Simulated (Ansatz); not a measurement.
Crystal: Bi2Te3 (Tellurobismuthite).

```
Bi Te
1.0
     2.19300    1.26613   10.16567
    -2.19300    1.26613   10.16567
     0.00000   -2.53226   10.16567
Bi Te
2 3
Direct
  0.60000 0.60000 0.60000
  0.40000 0.40000 0.40000
  0.79050 0.79050 0.79050
  0.20950 0.20950 0.20950
  0.00000 0.00000 0.00000
```

Base run:

```yaml
Program: Ansatz 0.2.0
Functional: PBEsol
Potentials_or_basis: Ansatz PAW
Cutoff: "420 eV (not typed: the program's choice for these potentials)"
k_mesh: 7 × 7 × 7
Occupations: fermi-dirac, width 0.05 eV
Spin: no spin polarisation
```

Its results: band gap on the k mesh 0.24 eV, direct; pressure -0.6 GPa; largest force 0.114 eV/Å.

Question: After a change of settings the same cell gave: band gap on the k mesh 0.33 eV, direct; pressure 5.4 GPa; largest force 0.060 eV/Å. Which change was it?
A. functional from PBEsol to r2SCAN; cutoff from 420 eV (not typed: the program's choice for these potentials) to 500 eV (not typed: the program's choice for these potentials)
B. functional from PBEsol to RPBE
C. functional from PBEsol to BLYP
D. functional from PBEsol to revPBE

Answer: C.

BLYP binds less tightly than PBEsol, so the same cell stands under more pressure.

Caveats: spin-orbit coupling is left out, which as a rule narrows the gap of such compounds by several tenths of an eV; the PAW data sets come from PBE, with cores solved anew for the run's functional, which leaves a small shift of forces and pressure.
